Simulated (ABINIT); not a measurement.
**Be in ABINIT: the effect of functional**

Be:

```xyz
2
Lattice="2.2853 0.0000 0.0000 -1.1426 1.9791 0.0000 0.0000 0.0000 3.5842" Properties=species:S:1:pos:R:3 pbc="T T T"
Be    1.1427    0.6597    2.6882
Be    0.0000    1.3194    0.8961
```

Alike in all runs:

```yaml
Program: ABINIT 10.8.3 (patched build)
Task: band structure
Potentials_or_basis: JTH PAW PBE v2.0
Cutoff: 626 eV
k_mesh: 13 × 13 × 8
Occupations: fermi-dirac, width 0.05 eV
Spin: no spin polarisation
```

```tsv
functional	pressure (GPa)
LDA	?
PBEsol	-4.3
RPBE	-0.2
BLYP	-2.8
AM05	-4.1
r2SCAN	-3.0
SCAN	-2.7
revPBE	-0.7
PW91	-3.3
WC	-4.0
```

What does the run with functional LDA give?

Pressure -8.6 GPa.

Caveats: the PAW data sets were made with another functional, which shifts forces and pressure a little.

Runs at the PBE level aren't shown here.
